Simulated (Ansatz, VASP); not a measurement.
## I in VASP and in Ansatz

```
CELL_PARAMETERS angstrom
3.67697 0.00000 0.00000
-1.83848 3.18435 0.00000
0.00000 0.00000 2.91264
ATOMIC_POSITIONS crystal
I 0.00000 0.00000 0.00000
```

Alike in both runs: functional PBE; k mesh 12 × 12 × 12; occupations fermi-dirac, width 0.08 eV; no spin polarisation.

Ansatz relaxed the structure, and its values are those at the end. VASP's run is a single point on that final structure, the one shown.

|  | VASP | Ansatz |
| --- | --- | --- |
| version | VASP 6.6.1 | Ansatz 0.2.0 |
| potentials or method | VASP PAW PBE potentials, release 64 (I) | PAW with Ansatz's default frozen-core files, scalar-relativistic |
| plane-wave cutoff (eV) | 520 | 420 |
| valence electrons in the cell | 7 | 17 |

|  | VASP | Ansatz | Ansatz less VASP |
| --- | --- | --- | --- |
| pressure (GPa) | 6.4 | 6.4 | +0.07 |

The two sets of potentials don't hold the same shells in valence.

Caveats: an odd number of electrons without spin polarisation forces a metal; a magnetic or distorted state may lie lower. Spin-orbit coupling is left out, which matters for the levels of I.
